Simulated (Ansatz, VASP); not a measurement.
**In in VASP and in Ansatz**

The input INCAR:

```
PREC = Accurate ; ENCUT = 520
EDIFF = 1E-6 ; ISMEAR = -1
SIGMA = 0.05 ; LREAL = False
LASPH = True ; NELM = 60
ALGO = Normal ; ISIF = 2
LWAVE = False ; LCHARG = False
GGA = PE ; NBANDS = 20
```

The input KPOINTS:

```
regular mesh
0
Gamma
  9 9 9
```

The input POSCAR:

```
In
1.0
    0.0000000000      3.4307661018      3.4307661018
    3.4307661018      0.0000000000      3.4307661018
    3.4307661018      3.4307661018      0.0000000000
In
2
Direct
    0.0000000000      0.0000000000      0.0000000000
    0.2500000000      0.2500000000      0.2500000000
```

Input for Ansatz:

```yaml
crystal:
  lattice:
    - [0.0, 3.4307661018, 3.4307661018]
    - [3.4307661018, 0.0, 3.4307661018]
    - [3.4307661018, 3.4307661018, 0.0]
  atoms:
    - { symbol: In, position: [0.0, 0.0, 0.0] }
    - { symbol: In, position: [0.25, 0.25, 0.25] }
kpoints:
  mp_grid: { grid: [9, 9, 9] }
scf:
  occupations: { method: fermi_dirac, width: 0.05 }
hamiltonian:
  xc: pbe
  pseudopotentials: { kind: all_electron, lapw: { basis_error: 0.00025 } }
output:
  forces: true
  stress: true
  eigenvalues: true
```

Change from the starting cell: volume scaled by 1.06.

Alike in both runs: task single point; functional PBE; k mesh 9 × 9 × 9; occupations fermi-dirac, width 0.05 eV; no spin polarisation.

```csv
,VASP,Ansatz
version,VASP 6.6.1,Ansatz 0.2.0
potentials or method,"VASP PAW PBE potentials, release 64 (In_d)","all-electron LAPW, scalar-relativistic"
plane-wave cutoff (eV),520,see its input
```

|  | VASP | Ansatz | Ansatz less VASP |
| --- | --- | --- | --- |
| pressure (GPa) | -1.2 | -1.1 | +0.02 |

Ansatz ran all-electron here, so the differences hold the error of VASP's frozen core and of both bases.
